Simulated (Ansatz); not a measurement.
# ZnO (P6_3mc): a vacancy on Zn

An exercise on one series of results from a longer session: the logs are not shown, and one member is left open.

Method: DFT PBE, scalar-relativistic, plane waves, PAW, in Ansatz 0.2.0.

4 further runs of the same task are left out: 4 set aside as unsound or not needed.

## The system as given

The cell holds 35 atoms (O18Zn17): a = 7.764 Å, b = 7.764 Å, c = 7.764 Å, α = 78.63°, β = 78.63°, γ = 78.63°.

The coordinates of this cell stand in the input of its own run.

The host was relaxed before at PBE: a = 3.279 Å, b = 3.279 Å, c = 5.293 Å, α = 90.00°, β = 90.00°, γ = 120.00° (conventional cell), 12.325 Å³/atom.

Places, in fractions of the supercell: a vacancy on Zn at (0.278, 0.611, 0.611). Its neighbours start displaced at random by about 0.03 Å.

The first run:

File input.yaml:

```yaml
crystal:
  lattice:
    - [3.2793875128, 0.0, 0.0]
    - [-1.6396937564, 2.840032895, 0.0]
    - [0.0, 0.0, 5.2931776442]
  atoms:
    - { symbol: Zn, position: [0.6666666667, 0.3333333333, 0.5006021939] }
    - { symbol: Zn, position: [0.3333333333, 0.6666666667, 0.0006021939] }
    - { symbol: O, position: [0.6666666667, 0.3333333333, 0.8797078061] }
    - { symbol: O, position: [0.3333333333, 0.6666666667, 0.3797078061] }
basis:
  ecutwfc: 420
  xc_grid: 2
kpoints:
  mp_grid: { grid: [9, 9, 6] }
  band_path: { path: [VBM, CBM], npoints: 2 }
hamiltonian:
  xc: pbe
scf:
  occupations: { method: gaussian, width: 0.02 }
output:
  forces: true
  stress: true
  eigenvalues: true
```

On the command line:

```
$ ansatz run input.yaml --threads 8 --pin off --max-ram 16384MiB --backend cpu --events-out ev --progress --plain --runs-dir out
```

Steps of the session up to this table: Band edges of the host over the zone; Dielectric tensors of the host, without U; The perfect crystal in the supercell of 36 atoms; Charge 0, atoms relaxed; More of the same log: V_Zn, charge +0, atoms relaxed at the host's cell; Charge -1, atoms relaxed; More of the same log: V_Zn, charge -1, atoms relaxed at the host's cell; Charge -2, atoms relaxed.

One table of the session follows, with a row left open; its other results are not shown here.

It belongs to the step «The neighbours». 

| state | cell moment (μB) |
| --- | --- |
| ideal sites | 0.00 |
| charge 0 | ? |
| charge -1 | 1.00 |
| charge -2 | 0.00 |

Estimate the missing values for charge 0.

**Answer.** cell moment (μB): 1.99. In the column «cell moment (μB)» it is the highest.

Limits of these values: The program doubts the potential alignment. Warnings in the runs' records: seeded moment not kept, field response mesh resolution.
